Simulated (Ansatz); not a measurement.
What strain does to BN (zincblende)

BN built on the zincblende prototype, relaxed with r2SCAN in the PAW code Ansatz. It is cubic, F-43m (No. 216); conventional cell a = 3.610 Å, 5.88 Å³ an atom. Around B lie 4 N at 1.56 Å; around N lie 4 B at 1.56 Å.

The axes x, y and z are those of this cell:
```
CELL_PARAMETERS angstrom
0.00000 1.80483 1.80483
1.80483 0.00000 1.80483
1.80483 1.80483 0.00000
ATOMIC_POSITIONS crystal
B 0.00000 0.00000 0.00000
N 0.25000 0.25000 0.25000
```

Unstrained: With PBE the valence top lies at Γ and the conduction bottom at X, 4.477 eV higher; the smallest vertical gap, at Γ, is 8.852 eV. r2SCAN gives an indirect gap of 5.003 eV, from Γ to X; the least direct gap is 9.587 eV at Γ. The HSE06 gap is indirect, 5.794 eV (Γ to X), below the direct gap of 10.592 eV at Γ. Meshes: PBE 12×12×12, r2SCAN 12×12×12, HSE06 8×8×8. Strains are changes of length per length. After each strain the atoms were relaxed again with r2SCAN within the symmetry that the strain leaves, so tilts or polar shifts that break it weren't tested; points keep the names that they have in the unstrained zone. (Simulation; spin polarisation is off.)

Changes of the least gap in eV (an overlap counts as a negative gap):
```csv
strain,volume change (%),space group,PBE,r2SCAN,HSE06,"energy rise, r2SCAN (meV/atom)"
uniaxial +3.83 % along z,+3.8,I-4m2,-0.372,-0.387,-0.389,21.5
uniaxial +2.65 % along x,+2.6,I-4m2,-0.261,-0.272,-0.273,10.4
"epitaxial +4.48 % in the xy plane, free normal strain -1.97 %",+7.0,I-4m2,-1.080,-1.115,-1.122,62.1
```

Uniaxial +3.83 % along z, other directions held. HSE06: the gap goes from 5.794 to 5.405 eV (-0.389 eV); with r2SCAN the top three valence levels at Γ, degenerate before, become 2+1 from the top over 394 meV. Stress change with r2SCAN, compression positive: xx -5.51, yy -5.51, zz -30.22 GPa.

Uniaxial +2.65 % along x, other directions held. HSE06: the gap goes from 5.794 to 5.521 eV (-0.273 eV); with r2SCAN the top three valence levels at Γ, degenerate before, become 2+1 from the top over 271 meV. Stress change with r2SCAN, compression positive: xx -21.19, yy -4.06, zz -4.06 GPa.

Epitaxial +4.48 % in the xy plane, free normal strain -1.97 %. HSE06: the gap goes from 5.794 to 4.672 eV (-1.122 eV); with r2SCAN the top three valence levels at Γ, degenerate before, become 1+2 from the top over 552 meV. Stress change with r2SCAN, compression positive: xx -35.24, yy -35.24, zz +0.02 GPa.

The meshes of the hybrids are coarse, so their gaps aren't converged to the digits shown.

The splittings at Γ are without spin-orbit coupling, which regroups them where it is of like size or larger.
